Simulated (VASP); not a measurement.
Runs of VASP 6.6.1 on BP. The structure is cubic, space group F-43m (No. 216). The conventional cell has a = 4.538 Å, b = 4.538 Å, c = 4.538 Å, α = 90.00°, β = 90.00°, γ = 90.00°. P (site symmetry -43m) is surrounded by 4 B at 1.97 Å. Around B (site symmetry -43m) lie 4 P at 1.97 Å. 

```tsv
task	level	potentials or basis	cell	k mesh	cutoff (eV)	smearing	ladder	grid for exact exchange (PRECFOCK)	gap on the mesh (eV)	pressure (GPa)
band structure	LDA	VASP PAW LDA potentials, release 64 (P, B)	as given	10 × 10 × 10	520	fermi-dirac 0.05 eV	-	-	1.19	-
band structure	PBEsol	VASP PAW PBE potentials, release 64 (P, B)	as given	10 × 10 × 10	520	fermi-dirac 0.05 eV	-	-	1.13	-
band structure	RPBE	VASP PAW PBE potentials, release 64 (P, B)	as given	10 × 10 × 10	520	fermi-dirac 0.05 eV	-	-	(a)	-
single point	LDA	VASP PAW LDA potentials, release 64 (P, B)	as given	10 × 10 × 10	520	gaussian 0.02 eV	-	-	1.19	(b)
band structure	HSE03	VASP PAW PBE potentials, release 64 (P, B)	as given	8 × 8 × 8	520	gaussian 0.02 eV	free	Fast	1.82	-1.9
band structure	HSE03	VASP PAW PBE potentials, release 64 (P, B)	as given	8 × 8 × 8	520	gaussian 0.02 eV	gaps	Fast	1.82	-1.9
relaxation of cell and atoms	LDA	VASP PAW LDA potentials, release 64 (P, B)	relaxed	8 × 8 × 8	600	gaussian 0.02 eV	gaps	-	1.18	0.0
band structure	revPBE	VASP PAW PBE potentials, release 64 (P, B)	as given	10 × 10 × 10	520	fermi-dirac 0.05 eV	-	-	1.24	-
band structure	PBE	VASP PAW PBE potentials, release 64 (P, B)	as given	10 × 10 × 10	520	fermi-dirac 0.05 eV	-	-	1.24	-
band structure	AM05	VASP PAW PBE potentials, release 64 (P, B)	as given	10 × 10 × 10	520	fermi-dirac 0.05 eV	-	-	1.14	-
single point	PBE	VASP PAW PBE potentials, release 64 (P, B)	as given	10 × 10 × 10	520	fermi-dirac 0.05 eV	-	-	1.24	0.9
```

Alike in all rows: no spin polarisation.

Question: Estimate the missing entries.

Answer: (a) 1.25; (b) -5.3.

Caveats: the PAW data sets were made with another functional, which shifts forces and pressure a little (some runs).

A k mesh can miss the band edges.

Not every run made on this cell is shown here.
